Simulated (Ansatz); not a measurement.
**TiNi in Ansatz: the effect of functional**

The system is TiNi.

```
Ni Ti
1.0
     2.78946    0.00000    0.00000
     0.00000    2.78946    0.00000
     0.00000    0.00000    3.65165
Ni Ti
1 1
Direct
  0.00000 0.00000 0.00000
  0.50000 0.50000 0.50000
```

The cell comes from a database or a generator and needn't be the stable form of this composition.

The cell isn't the ideal one: volume scaled by 1.06.

Alike in all runs:

| Property | Result |
| --- | --- |
| Program | Ansatz 0.2.0 |
| Task | single point |
| Potentials or basis | Ansatz PAW |
| k mesh | 10 × 10 × 8 |
| Occupations | fermi-dirac, width 0.05 eV |
| Spin | collinear spin, ferromagnetic start |
| Starting moments | [1.0, 1.0] μB |

Problem. One run gave: pressure -10.5 GPa; moment 0.67 μB. Which functional did it use?
A. LDA
B. PBEsol
C. r2SCAN

Solution. C.

```tsv
functional	cutoff	pressure (GPa)	moment (μB)
LDA	420 eV (not typed: the program's choice for these potentials)	-18.7	0.00
PBEsol	420 eV (not typed: the program's choice for these potentials)	-13.7	0.00
r2SCAN	500 eV (not typed: the program's choice for these potentials)	-10.5	0.67
```

Caveats: the PAW data sets come from PBE, with cores solved anew for the run's functional, which leaves a small shift of forces and pressure; the starting moments weren't kept (some runs); the magnetic or orbital state may not be the lowest (some runs).
